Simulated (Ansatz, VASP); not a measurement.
# One calculation of Cd, two programs

File INCAR:

```
  PREC = Accurate
  ENCUT = 520
  EDIFF = 1E-7
  ISMEAR = -1
  SIGMA = 0.15
  LREAL = False
  LASPH = True
  NELM = 80
  ALGO = Normal
  ISIF = 2
  LWAVE = False
  LCHARG = False
  GGA = PS
  NBANDS = 12
```

KPOINTS

```
regular mesh
0
Gamma
  7 7 7
```

POSCAR

```
Cd
1.0
   -1.7441693105      1.7441693105      1.7441693105
    1.7441693105     -1.7441693105      1.7441693105
    1.7441693105      1.7441693105     -1.7441693105
Cd
1
Direct
    0.0000000000      0.0000000000      0.0000000000
```

Input for Ansatz:

```yaml
crystal:
  lattice:
    - [-1.7441693105073641, 1.744169310507364, 1.744169310507364]
    - [1.7441693105073641, -1.744169310507364, 1.7441693105073643]
    - [1.7441693105073641, 1.7441693105073643, -1.7441693105073641]
  atoms:
    - { symbol: Cd, position: [1.6696296032198968e-18, 1.335814410433804e-21, 1.6682937888094542e-18] }
basis:
  ecutwfc: 421.77648681281397
kpoints:
  mp_grid:
    grid: [7, 7, 7]
hamiltonian:
  xc: pbesol
scf:
  occupations:
    method: fermi_dirac
    width: 0.15
output:
  forces: true
  stress: true
```

This isn't the form of Cd at room conditions, which is hcp.

Alike in both runs: task single point; functional PBEsol; k mesh 7 × 7 × 7; occupations fermi-dirac, width 0.15 eV; no spin polarisation.

|  | VASP | Ansatz |
| --- | --- | --- |
| version | VASP 6.6.1 | Ansatz 0.2.0 |
| potentials or method | VASP PAW PBE potentials, release 64 (Cd) | plane waves, PAW |
| plane-wave cutoff (eV) | 520 | 422 |
| valence electrons in the cell | 12 | 20 |

```tsv
	VASP	Ansatz	Ansatz less VASP
pressure (GPa)	0.3	-0.1	-0.32
```

The two sets of potentials don't hold the same shells in valence.

Caveats: the k mesh is coarse (spacing up to 0.36 Å⁻¹), so the values aren't converged; the PAW data sets were made with another functional, which shifts forces and pressure a little (VASP).
